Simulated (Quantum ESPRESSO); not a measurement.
FeO: zone-centre phonons under several settings

```xyz
2
Lattice="2.6125 0.0000 0.0000 0.0000 2.6125 0.0000 0.0000 0.0000 2.6125" Properties=species:S:1:pos:R:3 pbc="T T T"
Fe    0.0000    0.0000    0.0000
O     1.3062    1.3062    1.3062
```

The cell comes from a database or a generator and needn't be the stable form of this composition.

All runs used Quantum ESPRESSO 7.5; k mesh 6 × 6 × 6, shifted; given cell, atoms relaxed; collinear spin, ferromagnetic start; occupations fermi-dirac, width 0.05 eV.

```tsv
level	potentials	cutoff (eV)	lowest optical mode without the field (cm⁻¹)
PBE	GBRV 1.5 PBE	612	180
PBE	JTH 2.0 PBE	707	208
PBE	SG15 PBE 1.2	952	204
PBE	SPMS 1.0 PBE	952	?
PBE	SSSP 1.3 efficiency PBE	871	192
PBE	PseudoDojo 0.4.1 SR PBE standard	1225	187
PBE	Ansatz NC SR PBE	1238	181
```

Task: What stands in the row left open?

Result: Lowest optical mode without the field 187 cm⁻¹.

Caveats: all runs use coarse meshes; the mesh is thin for the phonons of a metal; a cell with one magnetic atom can't hold antiferromagnetic order, which such compounds often take; the cell is more than 3 GPa from zero pressure, which shifts response properties (some runs); before the sum rule the acoustic modes lie tens of cm⁻¹ from zero, a sign that the density grid also shifts the optical modes (some runs).

For the row left open. Caveat: the k mesh is coarse (spacing up to 0.40 Å⁻¹), so the values aren't converged; the mesh is thin for the phonons of a metal; a cell with one magnetic atom can't hold antiferromagnetic order, which such compounds often take.
